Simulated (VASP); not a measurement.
# MgI2 (P-3m1) in VASP: notebook

One crystal, MgI2, is run at these levels: PBEsol; tasks: single point.

Everything below comes from runs of VASP 6.6.1. Logs are shortened: lines on timing, memory, paths and dates and some standing lists are left out, and cuts for length are marked.

### Step 1. The structure

It takes space group P-3m1 (No. 164, trigonal). Conventional cell: a = 4.140 Å, b = 4.140 Å, c = 6.880 Å, α = 90.00°, β = 90.00°, γ = 120.00°. I (site symmetry 3m) has 3 Mg at 2.94 Å as nearest neighbours. Mg (site symmetry -3m) is surrounded by 6 I at 2.94 Å.

### Step 2. Single point, PBEsol

INCAR reads:

```
SYSTEM = MgI2
PREC = Accurate
ENCUT = 450
EDIFF = 0.01
ISMEAR = 0
SIGMA = 0.05
LREAL = .FALSE.
LASPH = .TRUE.
NELM = 100
ALGO = Normal
ISIF = 2
LWAVE = .FALSE.
LCHARG = .FALSE.
GGA = PS
NBANDS = 15
ADDGRID = .FALSE.
```

KPOINTS reads:

```
regular mesh
0
G
  7 7 4
  0 0 0
```

POSCAR reads:

```
MgI2
1.0
    4.1400000000      0.0000000000      0.0000000000
   -2.0700000000      3.5853451717      0.0000000000
    0.0000000000      0.0000000000      6.8800000000
I Mg
2 1
Direct
    0.6666666667      0.3333333333      0.7500000000
    0.3333333333      0.6666666667      0.2500000000
    0.0000000000      0.0000000000      0.0000000000
```

Potentials or basis: VASP PAW PBE potentials, release 64 (I, Mg).

Run with:

```
$ cat potpaw_PBE.64/I/POTCAR potpaw_PBE.64/Mg/POTCAR > POTCAR
$ mpirun -np 1 vasp_std > vasp.out
```

OUTCAR:

```text
SYSTEM = MgI2
   PREC = Accurate
   ENCUT = 450
   EDIFF = 0.01
   ISMEAR = 0
   LREAL = .FALSE.
   LASPH = .TRUE.
   NELM = 100
   ISIF = 2
   GGA = PS

 Found     28 irreducible k-points:

 Following reciprocal coordinates:
            Coordinates               Weight
  0.000000  0.000000  0.000000      1.000000
  0.142857 -0.000000  0.000000      6.000000
  0.285714 -0.000000  0.000000      6.000000
  0.428571  0.000000  0.000000      6.000000
  0.142857  0.142857  0.000000      6.000000
  0.285714  0.142857  0.000000     12.000000
   k-points           NKPTS =     28   k-points in BZ     NKDIM =     28   number of bands    NBANDS=     15
   number of dos      NEDOS =    301   number of ions     NIONS =      3
   total plane-waves  NPLWV =  43200
   dimension x,y,z NGX =    30 NGY =   30 NGZ =   48
   dimension x,y,z NGXF=    60 NGYF=   60 NGZF=   96
   ions per type =               2   1
   NGX,Y,Z   is equivalent  to a cutoff of  12.05, 12.05, 11.60 a.u.
   NGXF,Y,Z  is equivalent  to a cutoff of  24.09, 24.09, 23.20 a.u.
 SYSTEM =  MgI2
   PREC   = accura    normal or accurate (medium, high low for compatibility)
   ISTART =      0    job   : 0-new  1-cont  2-samecut
   ICHARG =      2    charge: 1-file 2-atom 10-const
   ISPIN  =      1    spin polarized calculation?
   LNONCOLLINEAR =      F non collinear calculations
   LSORBIT =      F    spin-orbit coupling
   LASPH  =      T    aspherical Exc in radial PAW
   ENCUT  =  450.0 eV  33.07 Ry    5.75 a.u.   7.16  7.16 11.90*2*pi/ulx,y,z
   NELM   =    100;   NELMIN=  2; NELMDL= -5     # of ELM steps
   EDIFF  = 0.1E-01   stopping-criterion for ELM
   LREAL  =      F    real-space projection
   EDIFFG = 0.1E+00   stopping-criterion for IOM
   NSW    =      0    number of steps for IOM
   IBRION =     -1    ionic relax: 0-MD 1-quasi-New 2-CG
   NFREE  =      0    steps in history (QN), initial steepest desc. (CG)
   ISIF   =      2    stress and relaxation
   ISYM   =      2    0-nonsym 1-usesym 2-fastsym
   POTIM  = 0.5000    time-step for ionic-motion
   TEBEG  =    0.0;   TEEND  =   0.0 temperature during run
   PSTRESS=    0.0 pullay stress
   NELECT =      16.0000    total number of electrons
   NUPDOWN=      -1.0000    fix difference up-down
   EMIN   =  10.00;   EMAX   =-10.00  energy-range for DOS
   EFERMI =   0.00;   METHOD = LEGACY
   ISMEAR =     0;   SIGMA  =   0.05  broadening in eV -4-tet -1-fermi 0-gaus
   EFERMI_NEDOS =   21; number of points for ismear=-14 and -15
   IALGO  =     38    algorithm
   IMIX   =      4    mixing-type and parameters
     AMIX     =   0.40;   BMIX     =  1.00
     AMIX_MAG =   1.60;   BMIX_MAG =  1.00
  volume/ion in A,a.u.               =      34.04       229.72
  Fermi-wavevector in a.u.,A,eV,Ry     =   0.882555  1.667786 10.597613  0.778903
  Thomas-Fermi vector in A             =   2.003202
   LORBIT       =      0    0 simple, 1 ext, 2 COOP (PROOUT), +10 PAW based schemes
   GGA     = PS    functional components
   LHFCALC =     F    Hartree Fock is set to
   AEXX    =    0.0000 exact exchange contribution
   IVDW    =     0    specifies the selected vdW correction
   LEPSILON=     F    determine dielectric tensor
   LRPA    =     F    only Hartree local field effects (RPA)
 non-spin polarized calculation
 Gauss-broadening in eV      SIGMA  =   0.05
  energy-cutoff  :      450.00
  volume of cell :      102.12
 maximum number of plane-waves:      2237
 NGX is ok and might be reduce to    30
   NGX = 15   NGY = 15   NGZ = 23

 number of electron      16.0000004 magnetization

 Free energy of the ion-electron system (eV)
  ---------------------------------------------------
  ext. energy  EPLUGINS =         0.00000000
  ---------------------------------------------------
  free energy    TOTEN  =        -8.40364472 eV

  energy without entropy =       -8.40364472  energy(sigma->0) =       -8.40364472

 E-fermi :   2.5323     XC(G=0):  -8.4245

 val. band max:        2.2607271999   @ k =   0.0000   0.0000   0.0000
 cond. band min:       5.6918069507   @ k =   0.0000   0.4286   0.2500
 fundamental gap:      3.4310797508
 Fermi energy:         2.5323005877

 k-point     1 :       0.0000    0.0000    0.0000
  band No.  band energies     occupation
      1      -9.8100      2.00000
      2      -9.1288      2.00000
      3      -1.3691      2.00000
      4       1.8909      2.00000
      5       1.8909      2.00000
      6       2.2395      2.00000
      7       2.2607      2.00000
      8       2.2607      2.00000
      9       5.7712      0.00000
     10       6.9830      0.00000
     11       9.0081      0.00000
     12       9.0081      0.00000
     13       9.5961      0.00000
     14      10.4395      0.00000
     15      10.4395      0.00000

 k-point     2 :       0.1429   -0.0000    0.0000
  band No.  band energies     occupation
      1      -9.7044      2.00000
      2      -9.0718      2.00000
      3      -1.2123      2.00000
      4       1.0962      2.00000
      5       1.5408      2.00000
      6       1.6480      2.00000
      7       2.1677      2.00000
      8       2.2167      2.00000
      9       6.5318      0.00000
     10       7.6106      0.00000
     11       8.3325      0.00000
     12       9.2676      0.00000
     13       9.5280      0.00000
     14      10.1778      0.00000
     15      10.7701      0.00000

 k-point     3 :       0.2857   -0.0000    0.0000
  band No.  band energies     occupation
      1      -9.4342      2.00000
      2      -8.9509      2.00000
      3      -0.8710      2.00000
      4      -0.1313      2.00000
      5       0.4745      2.00000
      6       1.2474      2.00000
      7       1.8937      2.00000
      8       2.0335      2.00000
      9       6.5323      0.00000
     10       7.5688      0.00000
     11       8.2204      0.00000
     12       9.3093      0.00000
     13       9.4206      0.00000
     14      10.5674      0.00000
     15      11.1140      0.00000

 k-point     4 :       0.4286    0.0000    0.0000
  band No.  band energies     occupation
      1      -9.1515      2.00000
      2      -8.8897      2.00000
      3      -1.1997      2.00000
      4      -0.4653      2.00000
      5       0.2050      2.00000
      6       0.9901      2.00000
      7       1.4138      2.00000
      8       1.8718      2.00000
      9       5.9465      0.00000
     10       7.4609      0.00000
     11       7.6139      0.00000
     12       9.1006      0.00000
     13       9.8927      0.00000
     14      11.2528      0.00000
     15      12.0515      0.00000

 k-point     5 :       0.1429    0.1429    0.0000
  band No.  band energies     occupation
      1      -9.5156      2.00000
      2      -8.9821      2.00000
      3      -0.9453      2.00000
      4       0.4297      2.00000
      5       0.4344      2.00000
      6       1.4821      2.00000
      7       1.8004      2.00000
      8       2.0269      2.00000
      9       7.0010      0.00000
     10       7.9611      0.00000
     11       8.5383      0.00000
     12       9.0975      0.00000
     13       9.2404      0.00000
     14       9.3040      0.00000
     15      11.3777      0.00000

 k-point     6 :       0.2857    0.1429    0.0000
  band No.  band energies     occupation
      1      -9.2305      2.00000
      2      -8.8911      2.00000
      3      -0.9090      2.00000
      4      -0.2796      2.00000
      5       0.1156      2.00000
      6       0.8503      2.00000
      7       1.4307      2.00000
      8       1.6581      2.00000
      9       6.4327      0.00000
     10       8.1901      0.00000
     11       8.2759      0.00000
     12       9.0281      0.00000
     13       9.6888      0.00000
     14      10.2434      0.00000
     15      11.3712      0.00000

 [... further k-points ...]

------------------------ aborting loop because EDIFF is reached ----------------------------------------

  FORCE on cell =-STRESS in cart. coord.  units (eV):
  Direction    XX          YY          ZZ          XY          YZ          ZX
  --------------------------------------------------------------------------------------
  -------------------------------------------------------------------------------------
  Total       -0.5808630     -0.5808630     -0.8846320      0.0000000     -0.0000000      0.0000000
  in kB       -9.1130659     -9.1130659    -13.8788490      0.0000000     -0.0000000      0.0000000
  external PRESSURE =     -10.7016603 kB  Pullay stress =       0.0000000 kB

 VOLUME and BASIS-vectors are now :
 -----------------------------------------------------------------------------
  energy-cutoff  :      450.00
  volume of cell :      102.12
      direct lattice vectors                 reciprocal lattice vectors
     4.140000000  0.000000000  0.000000000     0.241545894  0.139456587  0.000000000
    -2.070000000  3.585345172  0.000000000     0.000000000  0.278913174  0.000000000
     0.000000000  0.000000000  6.880000000     0.000000000  0.000000000  0.145348837

 POSITION                                       TOTAL-FORCE (eV/Angst)
 -----------------------------------------------------------------------------------
      2.07000      1.19512      5.16000        -0.000000     -0.000000      0.288384
     -0.00000      2.39023      1.72000         0.000000      0.000000     -0.288384
      0.00000      0.00000      0.00000         0.000000      0.000000      0.000000
 -----------------------------------------------------------------------------------
    total drift:                               -0.000000      0.000000     -0.000000

  FREE ENERGIE OF THE ION-ELECTRON SYSTEM (eV)
  ---------------------------------------------------
  free  energy   TOTEN  =        -8.4036447152 eV

  energy  without entropy=       -8.4036447152  energy(sigma->0) =       -8.40364472
```

Wall time 12 s (1 thread of Intel Xeon Platinum 8488C (Sapphire Rapids), shared host); peak memory 0.2 GiB.

These settings aren't checked as converged: the numbers below hold their error.

Results:

```
Free energy            : -8.4036 eV
Pressure               : -1.1 GPa
Largest force          : 0.288 eV/Å
Band gap on the k mesh : 3.43 eV, indirect (least direct gap 3.51 eV)
```

Caveat: the PAW data sets were made with another functional, which shifts forces and pressure a little; spin-orbit coupling is left out, which moves the levels of the heavy elements; an odd mesh through Γ misses points on the zone boundary, where band edges often lie; the cell's inner coordinates are idealised or old, which leaves forces on the atoms; this functional lacks dispersion, which binds the layers, so the pressure and a relaxed spacing across them are unreliable.

(Part 1 of 2 ends here.)
